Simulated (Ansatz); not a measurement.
The calculation used DFT PBE, scalar-relativistic, plane waves, PAW (Ansatz 0.2.0). All cells share a 420 eV cutoff and Γ-centred k meshes spaced about 0.3 Å⁻¹ or finer (0.25 for metals, 2π included). No spin polarisation in the final relaxations.

These are static total energies at zero pressure. All come from trial cells, and lower structures may exist.

Question: Order these relaxed structures of Be₅Te by energy, lowest first, with the energy over the lowest of them.
A.

```xyz
12
Lattice="4.0127 0.0000 0.0000 -2.0063 3.4751 0.0000 0.0000 0.0000 13.9197" Properties=species:S:1:pos:R:3 pbc="T T T"
Be    0.0000    2.3167    0.2654
Be    0.6846    1.1297   12.3813
Be    0.0000    0.0000    0.2841
Be    2.6424    2.3173   12.3813
Be    2.0063    1.1584    0.2824
Be    2.0953    2.3167    2.0661
Be    0.9587    0.6563    2.0661
Be    2.9649    0.5021    2.0661
Be    2.6920    0.0280   12.3813
Be    0.0000    2.3167    8.0142
Te    2.0063    1.1584    7.8078
Te    0.0000    2.3167    3.6727
```

B.

```xyz
6
Lattice="3.7575 0.0000 0.0000 -1.8787 3.2541 0.0000 0.0000 0.0000 6.6521" Properties=species:S:1:pos:R:3 pbc="T T T"
Be    1.2645    0.0000    4.8678
Be   -0.6323    1.0951    4.8678
Be    1.2465    2.1590    4.8678
Be    0.0000    2.1694    2.9579
Be    1.8787    1.0847    2.9579
Te    0.0000    0.0000    1.4283
```

Answer: A (0 meV/atom), B (217 meV/atom). Forms: A P3; B P31m. Counting Be atoms around Te (those within 1.25 times the shortest such distance or 1.15 times the sum of covalent radii, 1.27 where that leaves under three; a slash parts the counts of unlike sites): A has Te 3/6; B has Te 6. Even the lowest lies +0.15 eV/atom against the elements.

These runs have no spin–orbit coupling, which can matter for Te. With atoms moved at random, P3 came back. Without a clear test, and held by symmetry: P31m. Some structure types and database cells were kept out of the candidates from the start, so a known form may be missing.
